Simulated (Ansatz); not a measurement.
The cell below belongs to a search over invented structures; it isn't taken from experiment.

Input and command of a plane-wave DFT calculation in Ansatz:

```yaml
crystal:
  lattice:
    - [4.15336245, 0.0, 0.0]
    - [-2.07668122, 3.59691739, 0.0]
    - [0.0, 0.0, 5.06210872]
  atoms:
    - { symbol: Sc, position: [0.33333333, 0.66666667, 0.14708047] }
    - { symbol: Al, position: [0.48205956, 0.51794044, 0.7628967] }
    - { symbol: Al, position: [0.48205956, 0.96411913, 0.7628967] }
    - { symbol: Al, position: [0.03588087, 0.51794044, 0.7628967] }
basis:
  ecutwfc: 420
kpoints:
  mp_grid: { grid: [6, 6, 4] }
hamiltonian:
  xc: pbe
scf:
  occupations: { method: gaussian, width: 0.1 }
  lower_state_search: "off"
output:
  forces: true
  stress: true
  eigenvalues: true
relax:
  adjacent_minimum: "off"
  f_tol: 0.04
  max_steps: 70
  cell: { stress_tol: 0.4 }
```

```bash
ansatz run input.yaml --threads 1 --pin off --max-ram 2560MiB --backend cpu --events-out ev --progress --plain --runs-dir out
```

Processor: Intel(R) Xeon(R) Processor @ 2.50GHz (Skylake/Cascade Lake), 1 thread, on a host shared with other jobs.

Task: Estimate time, memory and problem size.

Result: About 2.3 min, peak memory 0.39 GiB. It solves 14 bands at 24 k points (after reduction by symmetry) with about 2363 plane waves (on the last cell), in 75 SCF iterations over 11 ionic steps.
